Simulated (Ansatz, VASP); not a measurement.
**One calculation of Ni, two programs**

```
CELL_PARAMETERS angstrom
0.00000 1.72591 1.72591
1.72591 0.00000 1.72591
1.72591 1.72591 0.00000
ATOMIC_POSITIONS crystal
Ni 0.00000 0.00000 0.00000
```

Change from the starting cell: volume scaled by 0.98.

Alike in both runs: task single point; functional PBEsol; k mesh 13 × 13 × 13; occupations fermi-dirac, width 0.05 eV; collinear spin, ferromagnetic start.

```csv
,VASP,Ansatz
version,VASP 6.6.1,Ansatz 0.2.0
potentials or method,"VASP PAW PBE potentials, release 64 (Ni)",Ansatz PAW
plane-wave cutoff (eV),520,420
valence electrons in the cell,10,18
```

Ansatz gave:

* gap on the k mesh at the Fermi level (eV): none
* pressure (GPa): 2.3
* net moment per atom (μB): 0.63
* size of the moment on the site where the two differ most (μB): 0.66

**Question.** What did VASP give for the same quantities?

**Answer.** gap on the k mesh at the Fermi level (eV): none; pressure (GPa): 2.2; net moment per atom (μB): 0.62; size of the moment on the site where the two differ most (μB): 0.63.

Site moments also hang on the region over which each program counts them. A gap of «none» marks a metal or a gap that the smearing closes. With one functional, cell and mesh, what is left measures potentials, basis and numerics. The two sets of potentials don't hold the same shells in valence.

Caveats: the PAW data sets were made with another functional, which shifts forces and pressure a little (VASP); the PAW data sets come from PBE, with cores solved anew for the run's functional, which leaves a small shift of forces and pressure (Ansatz).
